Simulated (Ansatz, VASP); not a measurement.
**GaAs: VASP beside Ansatz**

Contents of INCAR:

```
PREC = Accurate
ENCUT = 520
EDIFF = 1E-7
ISMEAR = 0
SIGMA = 0.05
LREAL = False
LASPH = True
NELM = 60
ALGO = Normal
ISIF = 2
LWAVE = False
LCHARG = True
LDIPOL = True
IDIPOL = 3
DIPOL = 0.5 0.5 0.312
GGA = PE
LELF = True
LVHAR = True
LVACPOTAV = True
NBANDS = 26
```

KPOINTS

```
regular mesh
0
Gamma
  9 9 1
```

The input POSCAR:

```
GaAs
1.0
    4.0629609254      0.0000000000      0.0000000000
   -2.0314804627      3.5186273759      0.0000000000
    0.0000000000      0.0000000000     19.6715434482
As Ga
2 2
Direct
    0.0000000000      0.0000000000      0.2033394080
    0.3333333333      0.6666666667      0.3841855411
    0.3333333333      0.6666666667      0.2454992126
    0.6666666667      0.3333333333      0.4153992019
```

Input for Ansatz:

```yaml
crystal:
  lattice:
    - [4.062960926, 0.0, 0.0]
    - [-2.031480463, 3.5186273765, 0.0]
    - [0.0, 0.0, 19.6715434486]
  atoms:
    - { symbol: As, position: [0.0, 0.0, 0.203339408] }
    - { symbol: Ga, position: [0.3333333333, 0.6666666667, 0.2454992126] }
    - { symbol: As, position: [0.3333333333, 0.6666666667, 0.3841855421] }
    - { symbol: Ga, position: [0.6666666667, 0.3333333333, 0.4153992019] }
basis:
  ecutwfc: 420
kpoints:
  mp_grid: { grid: [9, 9, 1] }
hamiltonian:
  xc: pbe
  pseudopotentials: { kind: paw, azcp: { folder: soft_1 } }
scf:
  occupations: { method: gaussian, width: 0.05 }
output:
  forces: true
  eigenvalues: true
efield:
  axis: 3
  dipole_correction: true
  ramp_width: 0.04
```

Alike in both runs: task single point; functional PBE; k mesh 9 × 9 × 1; occupations gaussian, width 0.05 eV; no spin polarisation.

```csv
,VASP,Ansatz
version,VASP 6.6.1,Ansatz 0.2.0
potentials or method,"VASP PAW PBE potentials, release 64 (As, Ga_d)","scalar-relativistic, plane waves, PAW"
plane-wave cutoff (eV),520,420
valence electrons in the cell,36,56
```

Ansatz gave:

| Property | Result |
| --- | --- |
| gap on the k mesh at the Fermi level (eV) | none |
| rms of the force components (eV/Å) | 0.206 |
| work function, face that differs most (eV) | 3.28 |

Question: Estimate VASP's values.

Answer: gap on the k mesh at the Fermi level (eV): none; rms of the force components (eV/Å): 0.201; work function, face that differs most (eV): 3.29.

A gap of «none» marks a metal or a gap that the smearing closes. The functional is the same, so the differences come from potentials, cutoffs and numerics. The two sets of potentials don't hold the same shells in valence.
